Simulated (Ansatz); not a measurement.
A crystal relaxed with r2SCAN+rVV10 in Ansatz has space group Pnma (No. 62) and a = 11.010 Å, b = 3.804 Å, c = 4.536 Å.

```json
{"atom": "Xx", "site": "4c", "x": "0.1254", "y": "0.7500", "z": "0.8860"}
{"atom": "Se", "site": "4c", "x": "0.8516", "y": "0.7500", "z": "0.4878"}
```

With r2SCAN the gap is 1.04 eV and direct, at Γ. The HSE06 gap is direct at Γ: 1.35 eV. Meshes: r2SCAN 2×6×6, HSE06 2×4×4.

Q: Which element is Xx?
A. C
B. Pb
C. Sn
D. Ge

A: D. Xx is Ge: GeSe (started from an entry of an open crystallographic database). Ge has 3 Se at 2.56 Å; Se has 3 Ge at 2.56 Å.

Spin-unpolarised throughout; all numbers are computed.

The runs are scalar-relativistic, without spin-orbit coupling.

The meshes of the hybrids are coarse, so their gaps aren't converged to the digits shown.
